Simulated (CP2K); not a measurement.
Crystal: AlN.

```xyz
2
Lattice="3.0886 0.0000 0.0000 1.5443 2.6748 0.0000 1.5443 0.8916 2.5219" Properties=species:S:1:pos:R:3 pbc="T T T"
Al    0.0000    0.0000    0.0000
N     1.5443    0.8916    0.6305
```

Measurements of this composition are mostly on another form, of space group No. 186.

Program: CP2K 2026.2. Alike in all runs: task single point; level PBE; no spin polarisation; cell as given; k mesh 10 × 10 × 10; smearing fermi-dirac 0.05 eV.

Order these runs on this cell by their pressure, lowest first.
A. potentials or basis POTENTIAL_UZH Al GTH-SCAN-q3, N GTH-SCAN-q5; DZVP-MOLOPT-SR-GTH basis
B. potentials or basis GTH_POTENTIALS Al GTH-BLYP-q3, N GTH-BLYP-q5; DZVP-MOLOPT-SR-GTH basis
C. potentials or basis GTH_POTENTIALS Al GTH-PADE-q3, N GTH-PADE-q5; DZVP-MOLOPT-SR-GTH basis

C (-4.3 GPa), A (1.4 GPa), B (3.9 GPa).

Caveats: the potentials were made for another functional, which shifts forces and pressure; the basis of atomic orbitals isn't converged, which shifts pressures, moduli and gaps.
